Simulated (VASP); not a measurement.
Runs of VASP 6.6.1 on Si. It takes space group P6/mmm (No. 191, hexagonal). Conventional cell: a = 2.621 Å, b = 2.621 Å, c = 2.466 Å, α = 90.00°, β = 90.00°, γ = 120.00°. Around Si (site symmetry 6/mmm) lie 8 Si at 2.47 to 2.62 Å. This isn't the form of Si at room conditions, which is diamond.

```csv
task,potentials or basis,cell,k mesh,cutoff (eV),smearing,cutoff of the response function,frequency points,mesh quality,gap on the mesh (eV),pressure (GPa)
single point,"VASP PAW PBE potentials, release 64 (Si_GW)",as given,6 × 6 × 6,500,gaussian 0.02 eV,-,-,coarse,none,(a)
single point,"VASP PAW PBE potentials, release 64 (Si_GW)",as given,7 × 7 × 7,500,gaussian 0.02 eV,-,-,coarse,none,3.7
single point,"VASP PAW PBE potentials, release 64 (Si)",cell strained at random at fixed volume,12 × 12 × 11,520,fermi-dirac 0.05 eV,-,-,not flagged,none,2.9
single point,"VASP PAW PBE potentials, release 64 (Si)",as given,12 × 12 × 11,520,fermi-dirac 0.05 eV,-,-,not flagged,none,3.0
single point,"VASP PAW PBE potentials, release 64 (Si_GW)",as given,6 × 6 × 5,350,gaussian 0.02 eV,-,-,coarse,none,4.7
single point,"VASP PAW PBE potentials, release 64 (Si_GW)",as given,6 × 6 × 5,450,gaussian 0.02 eV,-,-,coarse,none,4.7
single point,"VASP PAW PBE potentials, release 64 (Si_GW)",as given,4 × 4 × 4,500,gaussian 0.02 eV,-,-,coarse,none,5.7
```

Alike in all rows: level PBE; no spin polarisation.

Question: Estimate the missing entries.

Answer: (a) 4.9.

Caveats: some runs use coarse meshes.

A gap of «none» marks a metal or a gap under the smearing width.
